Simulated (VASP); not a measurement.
# Ge (Fd-3m) in VASP: further runs, part 2 of 2

VASP 6.6.1. Earlier steps stand in the parts before.

### Step 3. Relaxation of cell and atoms, LDA

This run uses another cell than the first one, of 22.21 Å³/atom, 0.981 times its volume.

INCAR reads:

```
SYSTEM = Ge
ALGO     = Normal         ! electronic algorithm
EDIFF    = 1E-7           ! SCF threshold, eV
EDIFFG   = -0.002         ! ionic threshold
ENCUT    = 350            ! plane-wave cutoff, eV
GGA      = CA             ! functional
IBRION   = 2              ! ionic algorithm
ISIF     = 3              ! what is computed and relaxed
ISMEAR   = 0              ! smearing method
LASPH    = .TRUE.         ! aspherical terms in the spheres
LCHARG   = .FALSE.        ! write CHGCAR
LREAL    = .FALSE.        ! projectors in reciprocal space
LWAVE    = .FALSE.        ! write WAVECAR
NELM     = 60             ! most SCF steps
NSW      = 80             ! ionic steps
PREC     = Accurate       ! precision mode
SIGMA    = 0.02           ! smearing width, eV
```

KPOINTS reads:

```
k-points
0
G
  6 6 6
  0 0 0
```

POSCAR reads:

```
Ge                                      
1.0
    0.0000000000      2.8110162246      2.8110162246
    2.8110162246      0.0000000000      2.8110162246
    2.8110162246      2.8110162246      0.0000000000
  Ge            
     2
Direct
     0.0000000000000000    0.0000000000000000    0.0000000000000000
     0.2500000000000000    0.2500000000000000    0.2500000000000000
```

Potentials or basis: VASP PAW LDA potentials, release 64 (Ge_d).

The run is started by

```console
$ cat potpaw_LDA.64/Ge_d/POTCAR > POTCAR
$ mpirun -np 1 vasp_std > vasp.out
```

OUTCAR:

```text
SYSTEM = Ge
   EDIFF = 1E-7
   EDIFFG = -0.002
   ENCUT = 350
   GGA = CA
   IBRION = 2
   ISIF = 3
   ISMEAR = 0
   LASPH = .TRUE.
   LREAL = .FALSE.
   NELM = 60
   NSW = 80
   PREC = Accurate

 ion  position               nearest neighbor table
   1  0.000  0.000  0.000-   2 2.43   2 2.43   2 2.43   2 2.43
   2  0.250  0.250  0.250-   1 2.43   1 2.43   1 2.43   1 2.43

  LATTYP: Found a face centered cubic cell.
 ALAT       =     5.6220324492

  Lattice vectors:

 A1 = (   0.0000000000,   2.8110162246,   2.8110162246)
 A2 = (   2.8110162246,   0.0000000000,   2.8110162246)
 A3 = (   2.8110162246,   2.8110162246,   0.0000000000)
[... 175 lines left out ...]
  Direction    XX          YY          ZZ          XY          YZ          ZX
  --------------------------------------------------------------------------------------
  -------------------------------------------------------------------------------------
  Total       -0.0070853     -0.0070853     -0.0070853      0.0000000      0.0000000      0.0000000
  in kB       -0.2555353     -0.2555353     -0.2555353      0.0000000      0.0000000      0.0000000
  external PRESSURE =      -0.2555353 kB  Pullay stress =       0.0000000 kB
[... 59 lines left out ...]
--------------------------------------- Ionic step        3  -------------------------------------------

 number of electron      27.9999920 magnetization

 Free energy of the ion-electron system (eV)
  ---------------------------------------------------
  ext. energy  EPLUGINS =         0.00000000
  ---------------------------------------------------
  free energy    TOTEN  =       -10.34668917 eV

  energy without entropy =      -10.34659925  energy(sigma->0) =      -10.34664421

 E-fermi :   4.9439     XC(G=0): -10.3756

 val. band max:        4.9229550477   @ k =   0.0000   0.0000   0.0000
 cond. band min:       4.9553876361   @ k =   0.0000   0.0000   0.0000
 fundamental gap:      0.0324325884
 Fermi energy:         4.9438912718

 k-point     1 :       0.0000    0.0000    0.0000
  band No.  band energies     occupation
      1     -20.0276      2.00000
      2     -20.0276      2.00000
      3     -20.0276      2.00000
      4     -19.9895      2.00000
      5     -19.9895      2.00000
      6     -19.7681      2.00000
[... 354 lines left out ...]
  FREE ENERGIE OF THE ION-ELECTRON SYSTEM (eV)
  ---------------------------------------------------
  free  energy   TOTEN  =       -10.3466891716 eV

  energy  without entropy=      -10.3465992467  energy(sigma->0) =      -10.34664421

 reached required accuracy - stopping structural energy minimisation
```

OSZICAR:

```text
N       E                     dE             d eps       ncg     rms          rms(c)
DAV:   1     0.143287798037E+03    0.14329E+03   -0.12894E+04   578   0.345E+03
DAV:   2     0.704726702782E+01   -0.13624E+03   -0.13391E+03   576   0.458E+02
DAV:   3    -0.100574807445E+02   -0.17105E+02   -0.16914E+02   632   0.132E+02
[... 18 lines left out ...]
DAV:   1    -0.103467097932E+02   -0.21153E-04   -0.27517E-04   752   0.338E-01    0.263E-02
DAV:   2    -0.103466944666E+02    0.15327E-04   -0.21936E-05   744   0.951E-02    0.129E-02
DAV:   3    -0.103466895808E+02    0.48857E-05   -0.77888E-06   742   0.507E-02    0.322E-03
DAV:   4    -0.103466891736E+02    0.40727E-06   -0.91108E-07   660   0.195E-02    0.658E-04
DAV:   5    -0.103466891716E+02    0.19936E-08   -0.62659E-08   288   0.502E-03
   3 F= -.10346689E+02 E0= -.10346644E+02  d E =-.115389E-06
```

CONTCAR:

```text
Ge
   1.00000000000000
     0.0000000000000000    2.8107730863537892    2.8107730863537892
     2.8107730863537892    0.0000000000000000    2.8107730863537892
     2.8107730863537892    2.8107730863537892    0.0000000000000000
  Ge
     2
Direct
     0.0000000000000000    0.0000000000000000    0.0000000000000000
     0.2500000000000000    0.2500000000000000    0.2500000000000000

  0.00000000E+00  0.00000000E+00  0.00000000E+00
  0.00000000E+00  0.00000000E+00  0.00000000E+00
```

Run time: 10 s. Hardware: 1 thread of AMD EPYC 7R13 (Zen 3), shared host; peak memory 0.09 GiB.

These settings aren't checked as converged: the numbers below hold their error.

What came out:

```yaml
Free_energy: -10.3467 eV
Relaxed_volume: 22.21 Å³/atom
Relaxed_cell: a = 3.975 Å, b = 3.975 Å, c = 3.975 Å, α = 60.00°, β = 60.00°, γ = 60.00°
Space_group_after_relaxing_to_0.05_Å: Fd-3m (No. 227)
Energy_gained_by_relaxing: 0.0 meV/atom
Ionic_steps: 3
Band_gap_on_the_k_mesh: 0.03 eV, direct
```

Caveat: the cutoff is under 1.25 times the usual one of these potentials, so pressure, stress and relaxed cells hold a basis-set (Pulay) error.

### Step 4. Single point, LDA

This run uses another cell than the first one, of 22.21 Å³/atom, 0.981 times its volume.

INCAR reads:

```
SYSTEM = Ge
  PREC = Accurate
  ENCUT = 350
  EDIFF = 1E-7
  ISMEAR = 0
  SIGMA = 0.02
  LREAL = .FALSE.
  LASPH = .TRUE.
  NELM = 60
  ALGO = Normal
  ISIF = 2
  LWAVE = .FALSE.
  LCHARG = .FALSE.
  GGA = CA
```

KPOINTS reads:

```
Automatic mesh
0
G
  6 6 6
  0 0 0
```

POSCAR reads:

```
Ge                                      
1.0
    0.0000000000      2.8107730864      2.8107730864
    2.8107730864      0.0000000000      2.8107730864
    2.8107730864      2.8107730864      0.0000000000
  Ge            
     2
Direct
     0.0000000000000000    0.0000000000000000    0.0000000000000000
     0.2500000000000000    0.2500000000000000    0.2500000000000000
```

The run is started by

```console
$ cat potpaw_LDA.64/Ge_d/POTCAR > POTCAR
$ mpirun -np 1 vasp_std > vasp.out
```

It took 5.9 s on 1 thread of AMD EPYC 7R13 (Zen 3), shared host; peak memory 0.09 GiB.

Results (log left out):

- Free energy: -10.3467 eV
- Band gap on the k mesh: 0.03 eV, direct

Levels at points of the mesh, in eV from the valence-band top:
```
           k point  band 11  band 12  band 13  band 14  band 15  band 16  band 17  band 18
(0.00, 0.00, 0.00)   -12.95     0.00     0.00     0.00     0.03     2.53     2.53     2.53
(0.50, 0.00, 0.00)   -10.82    -7.73    -1.44    -1.44     0.12     3.72     3.72     6.97
(0.50, 0.50, 0.00)    -9.00    -9.00    -3.15    -3.15     0.64     0.64     9.57     9.57
```

Caveat: the cutoff is under 1.25 times the usual one of these potentials, so pressure, stress and relaxed cells hold a basis-set (Pulay) error.

### Step 5. Single point, LDA (a relaxed cell with its volume scaled by 0.97)

INCAR is that of step 4.

KPOINTS is that of step 4.

POSCAR reads:

```
Ge                                      
1.0
    0.0000000000      2.7823794978      2.7823794978
    2.7823794978      0.0000000000      2.7823794978
    2.7823794978      2.7823794978      0.0000000000
  Ge            
     2
Direct
     0.0000000000000000    0.0000000000000000    0.0000000000000000
     0.2500000000000000    0.2500000000000000    0.2500000000000000
```

Potentials or basis: VASP PAW LDA potentials, release 64 (Ge_d).

The run is started by

```console
$ cat potpaw_LDA.64/Ge_d/POTCAR > POTCAR
$ mpirun -np 1 vasp_std > vasp.out
```

OUTCAR:

```text
SYSTEM = Ge
   PREC = Accurate
   ENCUT = 350
   EDIFF = 1E-7
   ISMEAR = 0
   LREAL = .FALSE.
   LASPH = .TRUE.
   NELM = 60
   ISIF = 2
   GGA = CA

 ion  position               nearest neighbor table
   1  0.000  0.000  0.000-   2 2.41   2 2.41   2 2.41   2 2.41
   2  0.250  0.250  0.250-   1 2.41   1 2.41   1 2.41   1 2.41

  LATTYP: Found a face centered cubic cell.
 ALAT       =     5.5647589956

  Lattice vectors:

 A1 = (   0.0000000000,   2.7823794978,   2.7823794978)
[... 513 lines left out ...]

------------------------ aborting loop because EDIFF is reached ----------------------------------------

  FORCE on cell =-STRESS in cart. coord.  units (eV):
  Direction    XX          YY          ZZ          XY          YZ          ZX
  --------------------------------------------------------------------------------------
  -------------------------------------------------------------------------------------
  Total        0.6275449      0.6275449      0.6275449     -0.0000000      0.0000000     -0.0000000
  in kB       23.3386807     23.3386807     23.3386807     -0.0000000      0.0000000     -0.0000000
  external PRESSURE =      23.3386807 kB  Pullay stress =       0.0000000 kB

 VOLUME and BASIS-vectors are now :
 -----------------------------------------------------------------------------
  energy-cutoff  :      350.00
  volume of cell :       43.08
      direct lattice vectors                 reciprocal lattice vectors
     0.000000000  2.782379498  2.782379498    -0.179702302  0.179702302  0.179702302
     2.782379498  0.000000000  2.782379498     0.179702302 -0.179702302  0.179702302
     2.782379498  2.782379498  0.000000000     0.179702302  0.179702302 -0.179702302

 POSITION                                       TOTAL-FORCE (eV/Angst)
 -----------------------------------------------------------------------------------
      0.00000      0.00000      0.00000         0.000000      0.000000      0.000000
      1.39119      1.39119      1.39119        -0.000000     -0.000000     -0.000000
 -----------------------------------------------------------------------------------
    total drift:                               -0.000000      0.000000      0.000000

  FREE ENERGIE OF THE ION-ELECTRON SYSTEM (eV)
  ---------------------------------------------------
  free  energy   TOTEN  =       -10.3370582837 eV

  energy  without entropy=      -10.3370582837  energy(sigma->0) =      -10.33705828
```

stdout:

```text
POSCAR found type information on POSCAR Ge
 POSCAR found :  1 types and       2 ions
 scaLAPACK will be used
 LDA part: xc-table for (Slater(with rela. corr.)+CA(PZ))
 , standard interpolation
 POSCAR, INCAR and KPOINTS ok, starting setup
 FFT: planning ... GRIDC
 FFT: planning ... GRID_SOFT
 FFT: planning ... GRID
 WAVECAR not read
 entering main loop
```

It took 5.7 s on 1 thread of AMD EPYC 7R13 (Zen 3), shared host; peak memory 0.09 GiB.

What came out:

```
Free energy            : -10.3371 eV
Band gap on the k mesh : 0.22 eV, indirect (least direct gap 0.32 eV)
```

Caveat: the cutoff is under 1.25 times the usual one of these potentials, so pressure, stress and relaxed cells hold a basis-set (Pulay) error. A k mesh can miss the band edges.

### Step 6. How close it comes

Step 4. A measured gap of Ge is 0.807 eV (direct; 300 K; “Electronic and optical properties of SixGe1-x-ySny alloys lattice-matched to Ge”, 2021, arxiv:2109.02782); the calculated 0.03 eV misses it by -0.77 eV. 3 values of this kind are on record (0.666 to 0.807 eV); this one was drawn at random among those near their median. Spin-orbit coupling on Ge is left out. The value is that of LDA on a finite k mesh, which can miss the band edges, without temperature or zero-point motion. Semilocal functionals fall short of measured gaps as a rule.
